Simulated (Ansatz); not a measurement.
**SnTe in Ansatz: the effect of functional**

SnTe:

```
Te Sn
1.0
     3.90470    0.00000    0.00000
     0.00000    3.90470    0.00000
     0.00000    0.00000    3.90470
Te Sn
1 1
Direct
  0.50000 0.50000 0.50000
  0.00000 0.00000 0.00000
```

Measurements of this composition are mostly on another form, of space group No. 225.

Alike in all runs:

| Quantity | Value |
| --- | --- |
| Program | Ansatz 0.2.0 |
| Task | band structure |
| Potentials or basis | all-electron LAPW, scalar-relativistic |
| Cutoff | 152 eV (chosen from the basis error) |
| Basis error allowed | 0.001 eV/atom |
| k mesh | 7 × 7 × 7 |
| Occupations | fermi-dirac, width 0.05 eV |
| Spin | no spin polarisation |

```csv
functional,pressure (GPa)
PBE,?
LDA,-4.7
PBEsol,-3.8
```

Q: What does the run with functional PBE give?

A: Pressure -1.0 GPa.
